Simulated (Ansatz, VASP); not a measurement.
## NaCl in VASP and in Ansatz

```
Na Cl
1.0
     3.32708    0.00000    0.00000
     0.00000    3.32708    0.00000
     0.00000    0.00000    3.58974
Na Cl
1 1
Direct
  0.00000 0.00000 0.00000
  0.50000 0.50000 0.50000
```

Change from the starting cell: strain -0.050 along x and y, +0.025 along z, atoms carried along.

Alike in both runs: task single point; functional PBE; k mesh 6 × 6 × 6; occupations gaussian, width 0.05 eV; no spin polarisation.

|  | VASP | Ansatz |
| --- | --- | --- |
| version | VASP 6.6.1 | Ansatz 0.2.0 |
| potentials or method | VASP PAW PBE potentials, release 64 (Na_pv, Cl) | scalar-relativistic, plane waves, PAW |
| plane-wave cutoff (eV) | 520 | 420 |
| valence electrons in the cell | 14 | 16 |

Ansatz gave:

```
gap on the k mesh at the Fermi level (eV)       : 3.96
least direct gap on the mesh (eV)               : 4.47
pressure (GPa)                                  : 2.7
largest component of the traceless stress (GPa) : 4.35
```

Question: What did VASP give for the same quantities?

Answer: gap on the k mesh at the Fermi level (eV): 3.96; least direct gap on the mesh (eV): 4.47; pressure (GPa): 2.7; largest component of the traceless stress (GPa): 4.34.

The two sets of potentials don't hold the same shells in valence.

A k mesh can miss the band edges.
